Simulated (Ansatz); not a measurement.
CdTe: band structure with BLYP

**What was measured.**

A printed reference work, data compilation reports, for a bulk crystal of CdTe at 0 K: band gap 1.607 eV.

Crystal: CdTe.

```xyz
2
Lattice="0.0000 3.2050 3.2050 3.2050 0.0000 3.2050 3.2050 3.2050 0.0000" Properties=species:S:1:pos:R:3 pbc="T T T"
Te    4.8075    4.8075    4.8075
Cd    0.0000    0.0000    0.0000
```

| Quantity | Value |
| --- | --- |
| Program | Ansatz 0.2.0 |
| Task | band structure |
| Functional | BLYP |
| Potentials or basis | all-electron LAPW, scalar-relativistic |
| Cutoff | 260 eV (chosen from the basis error) |
| Basis error allowed | 0.001 eV/atom |
| k mesh | 7 × 7 × 7 |
| Occupations | fermi-dirac, width 0.05 eV |
| Spin | no spin polarisation |

- Pressure: 6.9 GPa
- Band gap on the k mesh: 0.78 eV, direct
- Band gap along the path: 0.78 eV, direct

Levels at the corners of the path, in eV from the valence-band top:
```csv
point,band 18,band 19,band 20,band 21,band 22,band 23,band 24,band 25,band 26,band 27
Γ,-8.17,-8.17,0.00,0.00,0.00,0.78,4.63,4.63,4.63,7.63
X,-8.14,-7.65,-4.47,-1.95,-1.95,2.66,2.70,9.05,9.27,9.27
W,-8.17,-7.56,-4.35,-2.41,-2.29,4.29,4.79,5.64,6.45,9.83
K,-8.15,-7.60,-4.37,-2.65,-1.62,2.93,4.59,7.50,7.56,8.01
Γ,-8.17,-8.17,0.00,0.00,0.00,0.78,4.63,4.63,4.63,7.63
L,-8.16,-7.80,-4.59,-0.81,-0.81,1.82,5.25,5.25,7.22,8.84
U,-8.15,-7.60,-4.37,-2.65,-1.62,2.93,4.59,7.50,7.56,8.01
W,-8.17,-7.56,-4.35,-2.41,-2.29,4.29,4.79,5.64,6.45,9.83
```

Run time: 43 s on 1 thread of Intel(R) Xeon(R) Processor @ 2.50GHz (Skylake/Cascade Lake), with other jobs on the host, peak memory 0.32 GiB.

A measured gap of CdTe is 1.607 eV (0 K; a printed reference work, data compilation); the calculated 0.78 eV misses it by -0.83 eV. Spin-orbit coupling on Cd, Te is left out. The value is that of BLYP, without temperature or zero-point motion. Semilocal functionals fall short of measured gaps as a rule.

Caveat: spin-orbit coupling is left out, which moves the levels of the heavy elements.
